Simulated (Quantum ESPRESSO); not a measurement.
# Hf: band structure with PBE

Crystal: Hf.

```
CELL_PARAMETERS angstrom
-1.80500 1.80500 1.80500
1.80500 -1.80500 1.80500
1.80500 1.80500 -1.80500
ATOMIC_POSITIONS crystal
Hf 0.00000 0.00000 0.00000
```

This isn't the form of Hf at room conditions, which is hcp.

- Program: Quantum ESPRESSO 7.5
- Task: band structure
- Functional: PBE
- Potentials or basis: PseudoDojo 0.4 FR PBE standard
- Cutoff: 789 eV
- Density cutoff: 3157 eV
- k mesh: 10 × 10 × 10
- Occupations: fermi-dirac, width 0.05 eV
- Spin: spin-orbit coupling, no magnetisation
- Mixing beta: 0.5
- Most SCF iterations: 120
- SCF threshold: 2e-10 Ry

- Pressure: -4.9 GPa
- Band gap on the k mesh: none (metal or under the smearing width)

Levels at the corners of the path, in eV from the Fermi level:
```tsv
point	band 10	band 11	band 12	band 13	band 14	band 15
Γ	-6.85	1.38	1.38	1.38	1.38	1.71
H	-2.36	-2.36	-2.36	5.60	5.60	6.28
N	-3.21	-0.41	-0.41	0.82	0.82	3.95
Γ	-6.85	1.38	1.38	1.38	1.38	1.71
P	-0.99	-0.47	-0.47	-0.47	-0.47	5.05
H	-2.36	-2.36	-2.36	5.60	5.60	6.28
P	-0.99	-0.47	-0.47	-0.47	-0.47	5.05
N	-3.21	-0.41	-0.41	0.82	0.82	3.95
```

It took 46 s on 1 thread of AMD EPYC 9R14 (Zen 4), on a shared host, peak memory 0.1 GiB.
